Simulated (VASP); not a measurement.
# Ga2O3 (C2/m) in VASP: core levels with PBEsol

Aim: the core levels of Ga2O3 with PBEsol.

Program: VASP 6.6.1. These are calculated values, not measurements. Logs are shortened: lines on timing, memory, paths and dates and some standing lists are left out, and cuts for length are marked.

**1. Starting point**

Symmetry: C2/m, No. 12, monoclinic system. Conventional cell: a = 12.214 Å, b = 3.037 Å, c = 5.798 Å, α = 90.00°, β = 103.83°, γ = 90.00°. Around Ga (site symmetry m) lie 4 O at 1.83 to 1.86 Å. Ga (site symmetry m) has 6 O at 1.94 to 2.07 Å as nearest neighbours. Around O (site symmetry m) lie 3 Ga at 1.83 to 1.94 Å. O (site symmetry m) is surrounded by 4 Ga at 1.86 to 2.07 Å. Around O (site symmetry m) lie 3 Ga at 1.83 to 1.94 Å.

**2. Core levels, PBEsol**

Input file INCAR:

```
  PREC = Accurate
  ENCUT = 520
  EDIFF = 1E-7
  ISMEAR = -1
  SIGMA = 0.02
  LREAL = False
  LASPH = True
  NELM = 100
  ALGO = Normal
  ISIF = 2
  LWAVE = False
  LCHARG = False
  GGA = PS
  ICORELEVEL = 1
```

Input file KPOINTS:

```
regular mesh
0
Gamma
  8 8 4
```

Input file POSCAR:

```
Ga2O3
1.0
    6.1070000000     -1.5185500000      0.0000000000
    6.1070000000      1.5185500000      0.0000000000
   -1.3859888959      0.0000000000      5.6300087380
Ga O
4 6
Direct
    0.0905000000      0.0905000000      0.7946000000
    0.9095000000      0.9095000000      0.2054000000
    0.6586600000      0.6586600000      0.3140200000
    0.3413400000      0.3413400000      0.6859800000
    0.1645000000      0.1645000000      0.1098000000
    0.8355000000      0.8355000000      0.8902000000
    0.1733000000      0.1733000000      0.5632000000
    0.8267000000      0.8267000000      0.4368000000
    0.4959000000      0.4959000000      0.2566000000
    0.5041000000      0.5041000000      0.7434000000
```

Potentials or basis: VASP PAW PBE potentials, release 64 (Ga_d, O).

Launch:

```bash
> cat potpaw_PBE.64/Ga_d/POTCAR potpaw_PBE.64/O/POTCAR > POTCAR
> mpirun -np 1 vasp_std > vasp.out
```

OUTCAR:

```text
PREC = Accurate
   ENCUT = 520
   EDIFF = 1E-7
   ISMEAR = -1
   LREAL = False
   LASPH = True
   NELM = 100
   ISIF = 2
   GGA = PS

 ion  position               nearest neighbor table
   1  0.090  0.090  0.795-  10 1.83  10 1.83   5 1.83   7 1.86
   2  0.910  0.910  0.205-   9 1.83   9 1.83   6 1.83   8 1.86
   3  0.659  0.659  0.314-   9 1.94   5 1.94   5 1.94   8 2.01   7 2.07   7 2.07
   4  0.341  0.341  0.686-  10 1.94   6 1.94   6 1.94   7 2.01   8 2.07   8 2.07
   5  0.164  0.164  0.110-   1 1.83   3 1.94   3 1.94
   6  0.836  0.836  0.890-   2 1.83   4 1.94   4 1.94
   7  0.173  0.173  0.563-   1 1.86   4 2.01   3 2.07   3 2.07
   8  0.827  0.827  0.437-   2 1.86   3 2.01   4 2.07   4 2.07
   9  0.496  0.496  0.257-   2 1.83   2 1.83   3 1.94
  10  0.504  0.504  0.743-   1 1.83   1 1.83   4 1.94

  LATTYP: Found a base centered monoclinic cell.
 ALAT       =    12.2140000000
 B/A-ratio  =     0.2486572785
 C/A-ratio  =     0.4747093499
 COS(beta)  =    -0.2390419096

  Lattice vectors:

 A1 = (   6.1070000000,  -1.5185500000,   0.0000000000)
 A2 = (   6.1070000000,   1.5185500000,   0.0000000000)
 A3 = (  -1.3859888959,   0.0000000000,   5.6300087380)

Analysis of symmetry for initial positions (statically):
=====================================================================
 Subroutine PRICEL returns:
 Original cell was already a primitive cell.

 Routine SETGRP: Setting up the symmetry group for a
 base centered monoclinic supercell.

 Subroutine GETGRP returns: Found  4 space group operations
 (whereof  4 operations were pure point group operations)
 out of a pool of  4 trial point group operations.

The static configuration has the point symmetry C_2h.

Analysis of symmetry for dynamics (positions and initial velocities):
=====================================================================
 Subroutine PRICEL returns:
 Original cell was already a primitive cell.

 Routine SETGRP: Setting up the symmetry group for a
 base centered monoclinic supercell.

 Subroutine GETGRP returns: Found  4 space group operations
 (whereof  4 operations were pure point group operations)
 out of a pool of  4 trial point group operations.

The dynamic configuration has the point symmetry C_2h.

 Subroutine INISYM returns: Found  4 space group operations
 (whereof  4 operations are pure point group operations),
 and found     1 'primitive' translations

----------------------------------------------------------------------------------------

                                     Primitive cell

  volume of cell :     104.4230

  direct lattice vectors                    reciprocal lattice vectors
     6.107000000 -1.518550000  0.000000000     0.081873260 -0.329261467  0.020155462
     6.107000000  1.518550000  0.000000000     0.081873260  0.329261467  0.020155462
    -1.385988896  0.000000000  5.630008738     0.000000000  0.000000000  0.177619618

  length of vectors
     6.292967750  6.292967750  5.798100000     0.339886138  0.339886138  0.177619618

  position of ions in fractional coordinates (direct lattice)
     0.090500000  0.090500000  0.794600000
     0.909500000  0.909500000  0.205400000
     0.658660000  0.658660000  0.314020000
     0.341340000  0.341340000  0.685980000
     0.164500000  0.164500000  0.109800000
     0.835500000  0.835500000  0.890200000
     0.173300000  0.173300000  0.563200000
     0.826700000  0.826700000  0.436800000
     0.495900000  0.495900000  0.256600000
     0.504100000  0.504100000  0.743400000

  ion indices of the primitive-cell ions
   primitive index   ion index
                 1           1
                 2           2
                 3           3
                 4           4
                 5           5
                 6           6
                 7           7
                 8           8
                 9           9
                10          10

----------------------------------------------------------------------------------------

 KPOINTS: regular mesh

Automatic generation of k-mesh.
 Grid dimensions read from file:
 generate k-points for:    8    8    4

 Generating k-lattice:

  Cartesian coordinates                     Fractional coordinates (reciprocal lattice)
     0.010234158 -0.041157683  0.002519433     0.125000000  0.000000000  0.000000000
     0.010234158  0.041157683  0.002519433     0.000000000  0.125000000  0.000000000
     0.000000000  0.000000000  0.044404904     0.000000000  0.000000000  0.250000000

  Length of vectors
     0.042485767  0.042485767  0.044404904

  Shift w.r.t. Gamma in fractional coordinates (k-lattice)
     0.000000000  0.000000000  0.000000000

 Subroutine IBZKPT returns following result:
 ===========================================

 Found     78 irreducible k-points:

 Following reciprocal coordinates:
            Coordinates               Weight
  0.000000  0.000000  0.000000      1.000000
  0.125000  0.000000  0.000000      4.000000
  0.250000  0.000000  0.000000      4.000000
  0.375000  0.000000  0.000000      4.000000
  0.500000  0.000000  0.000000      2.000000
  0.125000  0.125000  0.000000      2.000000
[... 16 lines left out ...]
  0.125000  0.000000  0.250000      4.000000
  0.250000  0.000000  0.250000      4.000000
 [... further k-points ...]
   k-points           NKPTS =     78   k-points in BZ     NKDIM =     78   number of bands    NBANDS=     52
   number of dos      NEDOS =    301   number of ions     NIONS =     10
   total plane-waves  NPLWV = 110592
   dimension x,y,z NGX =    48 NGY =   48 NGZ =   48
   dimension x,y,z NGXF=    96 NGYF=   96 NGZF=   96
   ions per type =               4   6
   NGX,Y,Z   is equivalent  to a cutoff of  12.68, 12.68, 13.76 a.u.
   NGXF,Y,Z  is equivalent  to a cutoff of  25.36, 25.36, 27.53 a.u.
 SYSTEM =  unknown system
   PREC   = accura    normal or accurate (medium, high low for compatibility)
   ISTART =      0    job   : 0-new  1-cont  2-samecut
   ICHARG =      2    charge: 1-file 2-atom 10-const
   ISPIN  =      1    spin polarized calculation?
   LNONCOLLINEAR =      F non collinear calculations
   LSORBIT =      F    spin-orbit coupling
   LASPH  =      T    aspherical Exc in radial PAW
   ENCUT  =  520.0 eV  38.22 Ry    6.18 a.u.  11.70 11.70 10.78*2*pi/ulx,y,z
   NELM   =    100;   NELMIN=  2; NELMDL= -5     # of ELM steps
   EDIFF  = 0.1E-06   stopping-criterion for ELM
   LREAL  =      F    real-space projection
   EDIFFG = 0.1E-05   stopping-criterion for IOM
   NSW    =      0    number of steps for IOM
   IBRION =     -1    ionic relax: 0-MD 1-quasi-New 2-CG
   NFREE  =      0    steps in history (QN), initial steepest desc. (CG)
   ISIF   =      2    stress and relaxation
   ISYM   =      2    0-nonsym 1-usesym 2-fastsym
   POTIM  = 0.5000    time-step for ionic-motion
   TEBEG  =    0.0;   TEEND  =   0.0 temperature during run
   PSTRESS=    0.0 pullay stress
   NELECT =      88.0000    total number of electrons
   NUPDOWN=      -1.0000    fix difference up-down
   EMIN   =  10.00;   EMAX   =-10.00  energy-range for DOS
   EFERMI =   0.00;   METHOD = LEGACY
   ISMEAR =    -1;   SIGMA  =   0.02  broadening in eV -4-tet -1-fermi 0-gaus
   EFERMI_NEDOS =   21; number of points for ismear=-14 and -15
   IALGO  =     38    algorithm
   IMIX   =      4    mixing-type and parameters
     AMIX     =   0.40;   BMIX     =  1.00
     AMIX_MAG =   1.60;   BMIX_MAG =  1.00
  volume/ion in A,a.u.               =      10.44        70.47
  Fermi-wavevector in a.u.,A,eV,Ry     =   1.546335  2.922150 32.533613  2.391153
  Thomas-Fermi vector in A             =   2.651586
   LORBIT       =      0    0 simple, 1 ext, 2 COOP (PROOUT), +10 PAW based schemes
   GGA     = PS    functional components
   LHFCALC =     F    Hartree Fock is set to
   AEXX    =    0.0000 exact exchange contribution
   IVDW    =     0    specifies the selected vdW correction
   LEPSILON=     F    determine dielectric tensor
   LRPA    =     F    only Hartree local field effects (RPA)
 non-spin polarized calculation
  energy-cutoff  :      520.00
  volume of cell :      104.42
 maximum number of plane-waves:      2846
   NGX = 23   NGY = 23   NGZ = 21

 number of electron      88.0000020 magnetization

 Free energy of the ion-electron system (eV)
  ---------------------------------------------------
  ext. energy  EPLUGINS =         0.00000000
  ---------------------------------------------------
  free energy    TOTEN  =       -63.88017559 eV

  energy without entropy =      -63.88017559  energy(sigma->0) =      -63.88017559

 the core state eigenenergies are
   1-  1s -10217.7298  2s  -1251.1162  2p  -1087.5707  3s   -137.5672  3p    -88.3212

   2-  1s -10217.7298  2s  -1251.1162  2p  -1087.5707  3s   -137.5672  3p    -88.3212

   3-  1s -10217.6386  2s  -1250.9291  2p  -1087.3927  3s   -137.4092  3p    -88.1631

   4-  1s -10217.6386  2s  -1250.9291  2p  -1087.3927  3s   -137.4092  3p    -88.1631

   5-  1s   -500.5673
   6-  1s   -500.5673
   7-  1s   -500.9841
   8-  1s   -500.9841
   9-  1s   -500.7664
  10-  1s   -500.7664

 E-fermi :   4.2172     XC(G=0): -11.9190

 val. band max:        3.7669259343   @ k =   0.5000   0.3750   0.5000
 cond. band min:       6.1067181431   @ k =   0.0000   0.0000   0.0000
 fundamental gap:      2.3397922087
 Fermi energy:         4.2171811089

 k-point     1 :       0.0000    0.0000    0.0000
  band No.  band energies     occupation
      1     -15.1609      2.00000
      2     -13.9608      2.00000
      3     -13.9274      2.00000
      4     -13.8091      2.00000
      5     -13.3265      2.00000
      6     -13.3124      2.00000
[... 44 lines left out ...]
     51      13.0892      0.00000
     52      13.1105      0.00000

 k-point     2 :       0.1250    0.0000    0.0000
  band No.  band energies     occupation
      1     -15.0365      2.00000
      2     -13.9333      2.00000
      3     -13.9094      2.00000
      4     -13.7234      2.00000
      5     -13.3293      2.00000
      6     -13.3125      2.00000
[... 44 lines left out ...]
     51      13.1098      0.00000
     52      13.5192      0.00000

 k-point     3 :       0.2500    0.0000    0.0000
  band No.  band energies     occupation
      1     -14.6995      2.00000
      2     -13.8832      2.00000
      3     -13.7942      2.00000
      4     -13.5973      2.00000
      5     -13.3307      2.00000
      6     -13.3126      2.00000
[... 44 lines left out ...]
     51      13.4002      0.00000
     52      13.9189      0.00000

 k-point     4 :       0.3750    0.0000    0.0000
  band No.  band energies     occupation
      1     -14.2642      2.00000
      2     -13.8082      2.00000
      3     -13.6918      2.00000
      4     -13.5737      2.00000
      5     -13.3139      2.00000
      6     -13.3116      2.00000
[... 44 lines left out ...]
     51      13.3097      0.00000
     52      13.7895      0.00000

 k-point     5 :       0.5000    0.0000    0.0000
  band No.  band energies     occupation
      1     -13.9718      2.00000
      2     -13.8000      2.00000
      3     -13.7090      2.00000
      4     -13.5887      2.00000
      5     -13.3116      2.00000
      6     -13.3023      2.00000
[... 44 lines left out ...]
     51      13.6412      0.00000
     52      14.1077      0.00000

 k-point     6 :       0.1250    0.1250    0.0000
  band No.  band energies     occupation

------------------------ aborting loop because EDIFF is reached ----------------------------------------

  FORCE on cell =-STRESS in cart. coord.  units (eV):
  Direction    XX          YY          ZZ          XY          YZ          ZX
  --------------------------------------------------------------------------------------
  -------------------------------------------------------------------------------------
  Total        1.8241653      2.1367356      1.5395018      0.0000000      0.0000000      0.0427691
  in kB       27.9884403     32.7842523     23.6208060      0.0000000      0.0000000      0.6562126
  external PRESSURE =      28.1311662 kB  Pullay stress =       0.0000000 kB

 VOLUME and BASIS-vectors are now :
 -----------------------------------------------------------------------------
  energy-cutoff  :      520.00
  volume of cell :      104.42
      direct lattice vectors                 reciprocal lattice vectors
     6.107000000 -1.518550000  0.000000000     0.081873260 -0.329261467  0.020155462
     6.107000000  1.518550000  0.000000000     0.081873260  0.329261467  0.020155462
    -1.385988896  0.000000000  5.630008738     0.000000000  0.000000000  0.177619618

 POSITION                                       TOTAL-FORCE (eV/Angst)
 -----------------------------------------------------------------------------------
      0.00406      0.00000      4.47360         0.056957      0.000000      0.065554
     10.82395      0.00000      1.15640        -0.056957      0.000000     -0.065554
      7.60965      0.00000      1.76794        -0.028901      0.000000      0.039609
      3.21837      0.00000      3.86207         0.028901      0.000000     -0.039609
      1.85702      0.00000      0.61817         0.094074      0.000000     -0.064141
      8.97099      0.00000      5.01183        -0.094074      0.000000      0.064141
      1.33610      0.00000      3.17082         0.006725      0.000000     -0.045385
      9.49191      0.00000      2.45919        -0.006725      0.000000      0.045385
      5.70128      0.00000      1.44466         0.109830      0.000000      0.027021
      5.12673      0.00000      4.18535        -0.109830      0.000000     -0.027021
 -----------------------------------------------------------------------------------
    total drift:                                0.000000      0.000000      0.000000

  FREE ENERGIE OF THE ION-ELECTRON SYSTEM (eV)
  ---------------------------------------------------
  free  energy   TOTEN  =       -63.8801755931 eV

  energy  without entropy=      -63.8801755931  energy(sigma->0) =      -63.88017559
```

Wall time 6.9 min (1 thread of Intel Xeon 6975P-C (Granite Rapids), shared host); peak memory 0.5 GiB.

What came out:

| Quantity | Value |
| --- | --- |
| Free energy | -63.8802 eV |
| Pressure | 2.8 GPa |
| Largest force | 0.114 eV/Å |
| Band gap on the k mesh | 2.34 eV, indirect (least direct gap 2.36 eV) |

Forces on the atoms (eV/Å):
```
Ga   0.057  0.000  0.066
Ga  -0.057  0.000 -0.066
Ga  -0.029  0.000  0.040
Ga   0.029  0.000 -0.040
O    0.094  0.000 -0.064
O   -0.094  0.000  0.064
O    0.007  0.000 -0.045
O   -0.007  0.000  0.045
O    0.110  0.000  0.027
O   -0.110  0.000 -0.027
```

Core levels (eV, on the scale of the bands):
| atom | levels |
| --- | --- |
| 1 Ga | 1s -10217.7, 2s -1251.1, 2p -1087.6, 3s -137.6, 3p -88.3 |
| 2 Ga | 1s -10217.7, 2s -1251.1, 2p -1087.6, 3s -137.6, 3p -88.3 |
| 3 Ga | 1s -10217.6, 2s -1250.9, 2p -1087.4, 3s -137.4, 3p -88.2 |
| 4 Ga | 1s -10217.6, 2s -1250.9, 2p -1087.4, 3s -137.4, 3p -88.2 |
| 5 O | 1s -500.6 |
| 6 O | 1s -500.6 |

Caveat: the PAW data sets were made with another functional, which shifts forces and pressure a little. A k mesh can miss the band edges.
